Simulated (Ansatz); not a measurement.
# MgO: the cost of one run

Method: DFT PBE, scalar-relativistic, plane waves, PAW, in Ansatz 0.2.0.

**1. The structure to begin with**

The structure is hexagonal, space group P6_3mc (No. 186). The conventional cell has a = 3.530 Å, b = 3.530 Å, c = 4.074 Å, α = 90.00°, β = 90.00°, γ = 120.00°. Mg (site symmetry 3m) is surrounded by 1 O at 1.39 Å. Around O (site symmetry 3m) lie 1 Mg at 1.39 Å.

As a file:

```xyz
4
Lattice="3.5299 0.0000 0.0000 -1.7649 3.0570 0.0000 0.0000 0.0000 4.0738" Properties=species:S:1:pos:R:3 pbc="T T T"
Mg    1.7649    1.0190    3.3771
Mg    0.0000    2.0380    1.3402
O     1.7649    1.0190    0.6967
O     0.0000    2.0380    2.7336
```

The guess is a distorted database cell: MgO type (P6_3/mmc) distorted into a subgroup (P6_3mc, No. 186).

**2. The guess as it stands, on a coarse mesh**

input.yaml

```yaml
crystal:
  lattice:
    - [3.5298795, 0.0, 0.0]
    - [-1.76493975, 3.05696532, 0.0]
    - [0.0, 0.0, 4.0737778]
  atoms:
    - { symbol: Mg, position: [0.66666667, 0.33333333, 0.82898438] }
    - { symbol: Mg, position: [0.33333333, 0.66666667, 0.32898438] }
    - { symbol: O, position: [0.66666667, 0.33333333, 0.17101562] }
    - { symbol: O, position: [0.33333333, 0.66666667, 0.67101562] }
basis:
  ecutwfc: 420
kpoints:
  mp_grid: { grid: [6, 6, 4] }
hamiltonian:
  xc: pbe
scf:
  occupations: { method: gaussian, width: 0.1 }
  lower_state_search: "off"
output:
  forces: true
  stress: true
  eigenvalues: true
```

On the command line:

```sh
$ ansatz run input.yaml --threads 1 --pin off --max-ram 2048MiB --backend cpu --events-out ev --progress --plain --runs-dir out
```

What time and memory should one allow on 1 thread of Intel Xeon Platinum 8488C (Sapphire Rapids), shared host?

About 1.6 s, with a peak of 0.31 GiB.
